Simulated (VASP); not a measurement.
# MoP (P-6m2) in VASP: further runs

Runs on MoP. Level: r2SCAN. Tasks: relaxation of shape and atoms at fixed volume.

Everything below comes from runs of VASP 6.6.1. Logs are shortened: lines on timing, memory, paths and dates and some standing lists are left out, and cuts for length are marked.

### Step 1. The crystal as given

It takes space group P-6m2 (No. 187, hexagonal). Conventional cell: a = 3.237 Å, b = 3.237 Å, c = 3.182 Å, α = 90.00°, β = 90.00°, γ = 120.00°. Mo (site symmetry -6m2) is surrounded by 6 P at 2.45 Å. P (site symmetry -6m2) has 6 Mo at 2.45 Å as nearest neighbours.

### Step 2. Relaxation of shape and atoms at fixed volume, r2SCAN

INCAR reads:

```
PREC = Accurate
ENCUT = 600
EDIFF = 1E-7
ISMEAR = 1
SIGMA = 0.1
LREAL = F
LASPH = T
NELM = 80
ALGO = Normal
ISIF = 4
LWAVE = F
LCHARG = F
METAGGA = R2SCAN
LMIXTAU = T
IBRION = 2
NSW = 40
EDIFFG = -0.01
```

KPOINTS reads:

```
regular mesh
0
Gamma
  15 15 11
```

POSCAR reads:

```
MoP                                     
1.0
    3.2367423170      0.0000000000      0.0000000000
   -1.6183711585      2.8031010721     -0.0000000000
    0.0000000000      0.0000000000      3.1817254087
  Mo              P             
     1     1
Direct
     0.0000000000000000    0.0000000000000000    0.0000000000000000
     0.3333333332999970    0.6666666667000030    0.5000000000000000
```

Potentials or basis: VASP PAW PBE potentials, release 64 (Mo_sv, P).

The run is started by

```console
cat potpaw_PBE.64/Mo_sv/POTCAR potpaw_PBE.64/P/POTCAR > POTCAR
mpirun -np 1 vasp_std > vasp.out
```

OUTCAR:

```text
PREC = Accurate
   ENCUT = 600
   EDIFF = 1E-7
   ISMEAR = 1
   LREAL = F
   LASPH = T
   NELM = 80
   ISIF = 4
   METAGGA = R2SCAN
   IBRION = 2
   NSW = 40
   EDIFFG = -0.01

 ion  position               nearest neighbor table
   1  0.000  0.000  0.000-   2 2.45   2 2.45   2 2.45   2 2.45   2 2.45   2 2.45
   2  0.333  0.667  0.500-   1 2.45   1 2.45   1 2.45   1 2.45   1 2.45   1 2.45

  LATTYP: Found a hexagonal cell.
 ALAT       =     3.2367423170
 C/A-ratio  =     0.9830023824

  Lattice vectors:

 A1 = (   3.2367423170,   0.0000000000,   0.0000000000)
 A2 = (  -1.6183711585,   2.8031010721,   0.0000000000)
 A3 = (   0.0000000000,   0.0000000000,   3.1817254087)

Analysis of symmetry for initial positions (statically):
=====================================================================
 Subroutine PRICEL returns:
 Original cell was already a primitive cell.

 Routine SETGRP: Setting up the symmetry group for a
 hexagonal supercell.

 Subroutine GETGRP returns: Found 12 space group operations
 (whereof 12 operations were pure point group operations)
 out of a pool of 24 trial point group operations.

The static configuration has the point symmetry D_3h.

Analysis of symmetry for dynamics (positions and initial velocities):
=====================================================================
 Subroutine PRICEL returns:
 Original cell was already a primitive cell.

 Routine SETGRP: Setting up the symmetry group for a
 hexagonal supercell.

 Subroutine GETGRP returns: Found 12 space group operations
 (whereof 12 operations were pure point group operations)
 out of a pool of 24 trial point group operations.

The dynamic configuration has the point symmetry D_3h.

 Subroutine INISYM returns: Found 12 space group operations
 (whereof 12 operations are pure point group operations),
 and found     1 'primitive' translations

----------------------------------------------------------------------------------------

                                     Primitive cell

  volume of cell :      28.8675

  direct lattice vectors                    reciprocal lattice vectors
     3.236742317  0.000000000  0.000000000     0.308952614  0.178373875  0.000000000
    -1.618371159  2.803101072  0.000000000     0.000000000  0.356747750  0.000000000
     0.000000000  0.000000000  3.181725409     0.000000000  0.000000000  0.314294878

  length of vectors
     3.236742317  3.236742317  3.181725409     0.356747750  0.356747750  0.314294878

  position of ions in fractional coordinates (direct lattice)
     0.000000000  0.000000000  0.000000000
     0.333333333  0.666666667  0.500000000

  ion indices of the primitive-cell ions
   primitive index   ion index
                 1           1
                 2           2

----------------------------------------------------------------------------------------

 KPOINTS: regular mesh

Automatic generation of k-mesh.
 Grid dimensions read from file:
 generate k-points for:   15   15   11

 Generating k-lattice:

  Cartesian coordinates                     Fractional coordinates (reciprocal lattice)
     0.020596841  0.011891592  0.000000000     0.066666667  0.000000000  0.000000000
     0.000000000  0.023783183  0.000000000     0.000000000  0.066666667  0.000000000
     0.000000000  0.000000000  0.028572262     0.000000000  0.000000000  0.090909091

  Length of vectors
     0.023783183  0.023783183  0.028572262

  Shift w.r.t. Gamma in fractional coordinates (k-lattice)
     0.000000000  0.000000000  0.000000000

 Subroutine IBZKPT returns following result:
 ===========================================

 Found    162 irreducible k-points:

 Following reciprocal coordinates:
            Coordinates               Weight
  0.000000  0.000000  0.000000      1.000000
  0.066667  0.000000  0.000000      6.000000
  0.133333  0.000000  0.000000      6.000000
  0.200000 -0.000000  0.000000      6.000000
  0.266667  0.000000  0.000000      6.000000
  0.333333  0.000000  0.000000      6.000000
[... 16 lines left out ...]
  0.333333  0.200000  0.000000     12.000000
  0.400000  0.200000  0.000000      6.000000
 [... further k-points ...]
   k-points           NKPTS =    162   k-points in BZ     NKDIM =    162   number of bands    NBANDS=     13
   number of dos      NEDOS =    301   number of ions     NIONS =      2
   total plane-waves  NPLWV =  21952
   dimension x,y,z NGX =    28 NGY =   28 NGZ =   28
   dimension x,y,z NGXF=    56 NGYF=   56 NGZF=   56
   ions per type =               1   1
   NGX,Y,Z   is equivalent  to a cutoff of  14.38, 14.38, 14.63 a.u.
   NGXF,Y,Z  is equivalent  to a cutoff of  28.76, 28.76, 29.26 a.u.
 SYSTEM =  unknown system
   PREC   = accura    normal or accurate (medium, high low for compatibility)
   ISTART =      0    job   : 0-new  1-cont  2-samecut
   ICHARG =      2    charge: 1-file 2-atom 10-const
   ISPIN  =      1    spin polarized calculation?
   LNONCOLLINEAR =      F non collinear calculations
   LSORBIT =      F    spin-orbit coupling
   LASPH  =      T    aspherical Exc in radial PAW
   ENCUT  =  600.0 eV  44.10 Ry    6.64 a.u.   6.46  6.46  6.35*2*pi/ulx,y,z
   NELM   =     80;   NELMIN=  2; NELMDL= -5     # of ELM steps
   EDIFF  = 0.1E-06   stopping-criterion for ELM
   LREAL  =      F    real-space projection
   EDIFFG = -.1E-01   stopping-criterion for IOM
   NSW    =     40    number of steps for IOM
   IBRION =      2    ionic relax: 0-MD 1-quasi-New 2-CG
   NFREE  =      1    steps in history (QN), initial steepest desc. (CG)
   ISIF   =      4    stress and relaxation
   ISYM   =      2    0-nonsym 1-usesym 2-fastsym
   POTIM  = 0.5000    time-step for ionic-motion
   TEBEG  =    0.0;   TEEND  =   0.0 temperature during run
   PSTRESS=    0.0 pullay stress
   NELECT =      19.0000    total number of electrons
   NUPDOWN=      -1.0000    fix difference up-down
   EMIN   =  10.00;   EMAX   =-10.00  energy-range for DOS
   EFERMI =   0.00;   METHOD = LEGACY
   ISMEAR =     1;   SIGMA  =   0.10  broadening in eV -4-tet -1-fermi 0-gaus
   EFERMI_NEDOS =   21; number of points for ismear=-14 and -15
   IALGO  =     38    algorithm
   IMIX   =      4    mixing-type and parameters
     AMIX     =   0.40;   BMIX     =  1.00
     AMIX_MAG =   1.60;   BMIX_MAG =  1.00
  volume/ion in A,a.u.               =      14.43        97.40
  Fermi-wavevector in a.u.,A,eV,Ry     =   1.424042  2.691049 27.591200  2.027896
  Thomas-Fermi vector in A             =   2.544575
   LORBIT       =      0    0 simple, 1 ext, 2 COOP (PROOUT), +10 PAW based schemes
   METAGGA = R2SCAN    functional components
   LHFCALC =     F    Hartree Fock is set to
   AEXX    =    0.0000 exact exchange contribution
   IVDW    =     0    specifies the selected vdW correction
   LEPSILON=     F    determine dielectric tensor
   LRPA    =     F    only Hartree local field effects (RPA)
 conjugate gradient relaxation of ions
 non-spin polarized calculation
 Methfessel and Paxton  Order N= 1 SIGMA  =   0.10
  energy-cutoff  :      600.00
  volume of cell :       28.87
 maximum number of plane-waves:       990
 NGX is ok and might be reduce to    28
   NGX = 13   NGY = 13   NGZ = 13

 number of electron      18.9999999 magnetization

 Free energy of the ion-electron system (eV)
  ---------------------------------------------------
  ext. energy  EPLUGINS =         0.00000000
  ---------------------------------------------------
  free energy    TOTEN  =       -36.45881347 eV

  energy without entropy =      -36.45833834  energy(sigma->0) =      -36.45865510

 E-fermi :  11.8462     XC(G=0): -13.4910

 val. band max:       11.8461164581   @ k =   0.4000   0.1333   0.0909
 cond. band min:      11.8501236299   @ k =   0.1333   0.0667   0.0000
 fundamental gap:      0.0040071718
 Fermi energy:        11.8462166088

 k-point     1 :       0.0000    0.0000    0.0000
  band No.  band energies     occupation
      1     -51.3127      2.00000
      2     -24.7254      2.00000
      3     -24.5367      2.00000
      4     -24.5367      2.00000
      5      -2.7678      2.00000
      6       7.5950      2.00000
      7       8.3089      2.00000
      8       8.3089      2.00000
      9      11.0940      2.00000
     10      12.0925     -0.00273
     11      12.0925     -0.00273
     12      16.1500      0.00000
     13      16.1500      0.00000

 k-point     2 :       0.0667    0.0000    0.0000
  band No.  band energies     occupation
      1     -51.3112      2.00000
      2     -24.7233      2.00000
      3     -24.5527      2.00000
      4     -24.5403      2.00000
      5      -2.6827      2.00000
      6       7.5306      2.00000
      7       8.2523      2.00000
      8       8.3812      2.00000
      9      10.5699      2.00000
     10      12.0580     -0.01071
     11      12.6833     -0.00000
     12      15.7864      0.00000
     13      15.9775      0.00000

 k-point     3 :       0.1333    0.0000    0.0000
  band No.  band energies     occupation
      1     -51.3069      2.00000
      2     -24.7173      2.00000
      3     -24.5975      2.00000
      4     -24.5505      2.00000
      5      -2.4335      2.00000
      6       7.2059      2.00000
      7       8.2583      2.00000
      8       8.5914      2.00000
      9       9.8234      2.00000
     10      11.9626     -0.06969
     11      13.6178     -0.00000
     12      14.9874      0.00000
     13      15.5585      0.00000
[... 305 lines left out ...]
 k-point    23 :       0.3333    0.2000    0.0000
  band No.  band energies     occupation
      1     -51.2762      2.00000
      2     -24.8468      2.00000
      3     -24.6884      2.00000
      4     -24.6742      2.00000
      5       0.0514      2.00000
      6       4.7563      2.00000
      7       7.2227      2.00000
      8       7.8616      2.00000
      9      10.6752      2.00000
     10      10.8135      2.00000
     11      12.7082     -0.00000
     12      13.8503      0.00000
     13      17.9917      0.00000

 k-point    24 :       0.4000    0.2000    0.0000
  band No.  band energies     occupation
      1     -51.2749      2.00000
      2     -24.8539      2.00000
      3     -24.6965      2.00000
      4     -24.6725      2.00000
      5       0.2059      2.00000
      6       4.6519      2.00000
      7       7.0816      2.00000
      8       7.8212      2.00000
      9      10.6108      2.00000
     10      10.9843      2.00000
     11      12.7987     -0.00000
     12      13.6188     -0.00000
     13      18.1636      0.00000

 [... further k-points ...]
[... 5 lines left out ...]
  --------------------------------------------------------------------------------------
  -------------------------------------------------------------------------------------
  Total       -0.0031327     -0.0031327      0.0000994      0.0000000     -0.0000000      0.0000000
  in kB       -0.1738703     -0.1738703      0.0055154      0.0000000     -0.0000000      0.0000000
  external PRESSURE =      -0.1140750 kB  Pullay stress =       0.0000000 kB

 VOLUME and BASIS-vectors are now :
 -----------------------------------------------------------------------------
  energy-cutoff  :      600.00
  volume of cell :       28.87
      direct lattice vectors                 reciprocal lattice vectors
     3.236742317  0.000000000  0.000000000     0.308952614  0.178373875  0.000000000
    -1.618371159  2.803101072  0.000000000     0.000000000  0.356747750  0.000000000
     0.000000000  0.000000000  3.181725409     0.000000000  0.000000000  0.314294878

 POSITION                                       TOTAL-FORCE (eV/Angst)
 -----------------------------------------------------------------------------------
      0.00000      0.00000      0.00000        -0.000000      0.000000      0.000000
     -0.00000      1.86873      1.59086         0.000000     -0.000000      0.000000
 -----------------------------------------------------------------------------------
    total drift:                                0.000000     -0.000000      0.000000

  FREE ENERGIE OF THE ION-ELECTRON SYSTEM (eV)
  ---------------------------------------------------
  free  energy   TOTEN  =       -36.4588134711 eV

  energy  without entropy=      -36.4583383428  energy(sigma->0) =      -36.45865510

 reached required accuracy - stopping structural energy minimisation
```

Wall time 3.3 min (1 thread of Intel Xeon Platinum 8488C (Sapphire Rapids), shared host); peak memory 0.22 GiB.

What came out:

* Free energy: -36.4588 eV
* Pressure after relaxing: 0.0 GPa
* Band gap on the k mesh: none (metal or under the smearing width)

Final structure:
```
Mo P
1.0
     3.23674    0.00000    0.00000
    -1.61837    2.80310    0.00000
     0.00000    0.00000    3.18173
Mo P
1 1
Direct
  0.00000 0.00000 0.00000
  0.33333 0.66667 0.50000
```

Levels at points of the mesh, in eV from the Fermi level:
```
           k point  band 8  band 9  band 10  band 11  band 12  band 13
(0.00, 0.00, 0.00)   -3.54   -0.75     0.25     0.25     4.30     4.30
```

Caveat: the relaxation stopped at its first step, so nothing moved; the PAW data sets were made with another functional, which shifts forces and pressure a little.

### Step 3. Relaxation of shape and atoms at fixed volume, r2SCAN (a relaxed cell with its volume scaled by 1.02)

INCAR is that of step 2.

KPOINTS is that of step 2.

POSCAR reads:

```
MoP                                     
1.0
    3.2581783213      0.0000000000      0.0000000000
   -1.6290891607      2.8216651964     -0.0000000000
    0.0000000000      0.0000000000      3.2027970520
  Mo              P             
     1     1
Direct
     0.0000000000000000    0.0000000000000000    0.0000000000000000
     0.3333333332999970    0.6666666667000030    0.5000000000000000
```

Potentials or basis: VASP PAW PBE potentials, release 64 (Mo_sv, P).

The run is started by

```console
cat potpaw_PBE.64/Mo_sv/POTCAR potpaw_PBE.64/P/POTCAR > POTCAR
mpirun -np 1 vasp_std > vasp.out
```

OUTCAR:

```text
PREC = Accurate
   ENCUT = 600
   EDIFF = 1E-7
   ISMEAR = 1
   LREAL = F
   LASPH = T
   NELM = 80
   ISIF = 4
   METAGGA = R2SCAN
   IBRION = 2
   NSW = 40
   EDIFFG = -0.01

 ion  position               nearest neighbor table
   1  0.000  0.000  0.000-   2 2.47   2 2.47   2 2.47   2 2.47   2 2.47   2 2.47
   2  0.333  0.667  0.500-   1 2.47   1 2.47   1 2.47   1 2.47   1 2.47   1 2.47

  LATTYP: Found a hexagonal cell.
 ALAT       =     3.2581783213
 C/A-ratio  =     0.9830023824

  Lattice vectors:

 A1 = (   3.2581783213,   0.0000000000,   0.0000000000)
 A2 = (  -1.6290891607,   2.8216651964,   0.0000000000)
 A3 = (   0.0000000000,   0.0000000000,   3.2027970520)

Analysis of symmetry for initial positions (statically):
=====================================================================
 Subroutine PRICEL returns:
 Original cell was already a primitive cell.

 Routine SETGRP: Setting up the symmetry group for a
 hexagonal supercell.

 Subroutine GETGRP returns: Found 12 space group operations
 (whereof 12 operations were pure point group operations)
 out of a pool of 24 trial point group operations.

The static configuration has the point symmetry D_3h.

[... 172 lines left out ...]
  in kB      -40.5651838    -40.5651838    -51.5030408      0.0000000      0.0000000      0.0000000
  external PRESSURE =     -44.2111362 kB  Pullay stress =       0.0000000 kB
[... 59 lines left out ...]
--------------------------------------- Ionic step        3  -------------------------------------------

 number of electron      19.0000000 magnetization

 Free energy of the ion-electron system (eV)
  ---------------------------------------------------
  ext. energy  EPLUGINS =         0.00000000
  ---------------------------------------------------
  free energy    TOTEN  =       -36.45109628 eV

  energy without entropy =      -36.45062868  energy(sigma->0) =      -36.45094041

 E-fermi :  11.5371     XC(G=0): -13.3734

 val. band max:       11.5367554996   @ k =   0.4000   0.1333   0.0909
 cond. band min:      11.5430048837   @ k =   0.0000   0.0000   0.2727
 fundamental gap:      0.0062493840
 Fermi energy:        11.5370976352

 k-point     1 :       0.0000    0.0000    0.0000
  band No.  band energies     occupation
      1     -51.6331      2.00000
      2     -25.0362      2.00000
      3     -24.8612      2.00000
      4     -24.8612      2.00000
      5      -2.9294      2.00000
      6       7.4198      2.00000
      7       8.0534      2.00000
      8       8.0534      2.00000
      9      10.8161      2.00000
     10      11.7832     -0.00275
     11      11.7832     -0.00275
     12      15.7493      0.00000
     13      15.7493      0.00000
[... 354 lines left out ...]
  band No.  band energies     occupation
      1     -51.5993      2.00000
      2     -25.1517      2.00000
      3     -25.0077      2.00000
      4     -24.9881      2.00000
      5      -0.0545      2.00000
      6       4.4646      2.00000
      7       6.8734      2.00000
      8       7.6249      2.00000
      9      10.3673      2.00000
     10      10.6784      2.00000
     11      12.4630     -0.00000
     12      13.2427     -0.00000
     13      17.7216      0.00000

 [... further k-points ...]
[... 5 lines left out ...]
  --------------------------------------------------------------------------------------
  -------------------------------------------------------------------------------------
  Total       -0.7876360     -0.7876360     -0.7872294      0.0000000      0.0000000      0.0000000
  in kB      -42.8574574    -42.8574574    -42.8353335      0.0000000      0.0000000      0.0000000
  external PRESSURE =     -42.8500827 kB  Pullay stress =       0.0000000 kB
[... 17 lines left out ...]
  FREE ENERGIE OF THE ION-ELECTRON SYSTEM (eV)
  ---------------------------------------------------
  free  energy   TOTEN  =       -36.4510962800 eV

  energy  without entropy=      -36.4506286797  energy(sigma->0) =      -36.45094041

 reached required accuracy - stopping structural energy minimisation
```

OSZICAR:

```text
N       E                     dE             d eps       ncg     rms          rms(c)
DAV:   1     0.116813471021E+03    0.11681E+03   -0.11158E+04  4212   0.159E+03
DAV:   2    -0.399842826071E+02   -0.15680E+03   -0.15335E+03  5002   0.397E+02
DAV:   3    -0.438431416673E+02   -0.38589E+01   -0.37777E+01  5310   0.576E+01
[... 31 lines left out ...]
DAV:   3    -0.364510905694E+02    0.55853E-05   -0.59884E-05  4802   0.836E-02    0.630E-03
DAV:   4    -0.364510936554E+02   -0.30860E-05   -0.11490E-05  4297   0.386E-02    0.307E-03
DAV:   5    -0.364510941271E+02   -0.47170E-06   -0.71790E-06  4282   0.314E-02    0.172E-03
DAV:   6    -0.364510962120E+02   -0.20849E-05   -0.17776E-06  4242   0.159E-02    0.493E-04
DAV:   7    -0.364510963678E+02   -0.15573E-06   -0.56956E-08  2236   0.260E-03    0.268E-04
DAV:   8    -0.364510962800E+02    0.87770E-07   -0.22767E-08  2106   0.182E-03
   3 F= -.36451096E+02 E0= -.36450940E+02  d E =-.255731E-03
```

Wall time 7.8 min (1 thread of Intel Xeon Platinum 8488C (Sapphire Rapids), shared host); peak memory 0.23 GiB.

Results:

```yaml
Free_energy: -36.4511 eV
Energy_gained_by_relaxing: 0.1 meV/atom
Ionic_steps: 3
Pressure_after_relaxing: -4.3 GPa
Band_gap_on_the_k_mesh: none (metal or under the smearing width)
```

The path:
| step | energy change (eV) | largest force (eV/Å) | pressure (GPa) |
| --- | --- | --- | --- |
| 1 | 0.0000 | 0.0000 | -4.42 |
| 2 | -0.0002 | 0.0000 | -4.25 |
| 3 | -0.0003 | 0.0000 | -4.29 |

Final structure:
```yaml
crystal:
  lattice:
    - [3.26232, 0.00000, 0.00000]
    - [-1.63116, 2.82525, 0.00000]
    - [0.00000, 0.00000, 3.19468]
  atoms:
    - { symbol: Mo, position: [0.00000, 0.00000, 0.00000] }
    - { symbol: P, position: [0.33333, 0.66667, 0.50000] }
```

Levels at points of the mesh, in eV from the Fermi level:
| k point | band 8 | band 9 | band 10 | band 11 | band 12 | band 13 |
| --- | --- | --- | --- | --- | --- | --- |
| (0.00, 0.00, 0.00) | -3.48 | -0.72 | 0.25 | 0.25 | 4.21 | 4.21 |

Caveat: the PAW data sets were made with another functional, which shifts forces and pressure a little.

[end of part 1 of 2]
